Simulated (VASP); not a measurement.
Input of a VASP 6.6.1 run:

The input INCAR:

```
SYSTEM = BeC2
PREC = Accurate
ENCUT = 520
EDIFF = 1E-8
ISMEAR = 0
SIGMA = 0.01
LREAL = .FALSE.
LASPH = .TRUE.
NELM = 100
ALGO = Normal
ISIF = 2
LWAVE = .FALSE.
LCHARG = .TRUE.
GGA = PE
NBANDS = 12
IBRION = 8
NSW = 1
LEPSILON = .TRUE.
```

Contents of KPOINTS:

```
Automatic mesh
0
G
  8 8 8
  0 0 0
```

POSCAR

```
BeC2
1.0
   -1.6588558808      1.6588558808      2.3268201491
    1.6588558808     -1.6588558808      2.3268201491
    1.6588558808      1.6588558808     -2.3268201491
Be C
1 2
Direct
    0.0000000000      0.0000000000      0.0000000000
    0.6341882311      0.6341882311      0.0000000000
    0.3658117689      0.3658117689      0.0000000000
```

Potentials or basis: VASP PAW PBE potentials, release 64 (Be, C).

Command:

```bash
$ cat potpaw_PBE.64/Be/POTCAR potpaw_PBE.64/C/POTCAR > POTCAR
$ mpirun -np 1 vasp_std > vasp.out
```

**Question.** What does it give for the electronic dielectric tensor (diagonal)?

**Answer.** 6.98, 6.98, 9.99.

**Question.** Predict the Born charges (mean of the diagonal).

**Answer.** Be +2.34; C -1.17 e.

**Question.** What does it give for the most unstable mode?

**Answer.** 455i cm⁻¹.

**Question.** Predict the highest phonon frequency at Γ, LO-TO splitting left out.

**Answer.** 1956 cm⁻¹.

Electronic dielectric tensor:
```
6.98 0.00 0.00
0.00 6.98 0.00
0.00 0.00 9.99
```

Caveat: the atoms weren't relaxed first, which shifts response properties; some modes are imaginary; the standard files for N, O and F lose accuracy on very short bonds.
